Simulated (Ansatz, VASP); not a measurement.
## Two plane-wave programs on Mg

Contents of INCAR:

```
SYSTEM = Mg
PREC     = Accurate       ! precision mode
ENCUT    = 520            ! plane-wave cutoff, eV
EDIFF    = 1E-6           ! SCF threshold, eV
ISMEAR   = 0              ! smearing method
SIGMA    = 0.15           ! smearing width, eV
LREAL    = .FALSE.        ! projectors in reciprocal space
LASPH    = .TRUE.         ! aspherical terms in the spheres
NELM     = 100            ! most SCF steps
ALGO     = Normal         ! electronic algorithm
ISIF     = 2              ! what is computed and relaxed
LWAVE    = .FALSE.        ! write WAVECAR
LCHARG   = .TRUE.         ! write CHGCAR
GGA      = PE             ! functional
LELF     = .TRUE.         ! ELF
LVHAR    = .TRUE.       
NBANDS   = 7              ! bands
```

KPOINTS

```
regular mesh
0
G
  20 20 20
  0 0 0
```

File POSCAR:

```
Mg
1.0
   -1.8359916300      1.8359916300      1.6794040200
    1.8359916300     -1.8359916300      1.6794040200
    1.8359916300      1.8359916300     -1.6794040200
Mg
1
Direct
    0.0000000000      0.0000000000      0.0000000000
```

Input for Ansatz:

```yaml
crystal:
  lattice:
    - [-1.83599163, 1.83599163, 1.67940402]
    - [1.83599163, -1.83599163, 1.67940402]
    - [1.83599163, 1.83599163, -1.67940402]
  atoms:
    - { symbol: Mg, position: [0.0, 0.0, 0.0] }
basis:
  ecutwfc: 420
kpoints:
  mp_grid: { grid: [20, 20, 20] }
hamiltonian:
  xc: pbe
scf:
  occupations: { method: gaussian, width: 0.15 }
output:
  forces: true
  stress: true
  eigenvalues: true
```

This isn't the form of Mg at room conditions, which is hcp.

Alike in both runs: task single point; functional PBE; k mesh 20 × 20 × 20; occupations gaussian, width 0.15 eV; no spin polarisation.

|  | VASP | Ansatz |
| --- | --- | --- |
| version | VASP 6.6.1 | Ansatz 0.2.0 |
| potentials or method | VASP PAW PBE potentials, release 64 (Mg) | scalar-relativistic, plane waves, PAW |
| plane-wave cutoff (eV) | 520 | 420 |
| valence electrons in the cell | 2 | 10 |

VASP gave:

```
gap on the k mesh at the Fermi level (eV)       : none
pressure (GPa)                                  : 0.4
largest component of the traceless stress (GPa) : 0.24
```

Problem. Estimate Ansatz's values.

Solution. gap on the k mesh at the Fermi level (eV): none; pressure (GPa): 0.6; largest component of the traceless stress (GPa): 0.25.

A gap of «none» marks a metal or a gap that the smearing closes. The two sets of potentials don't hold the same shells in valence.
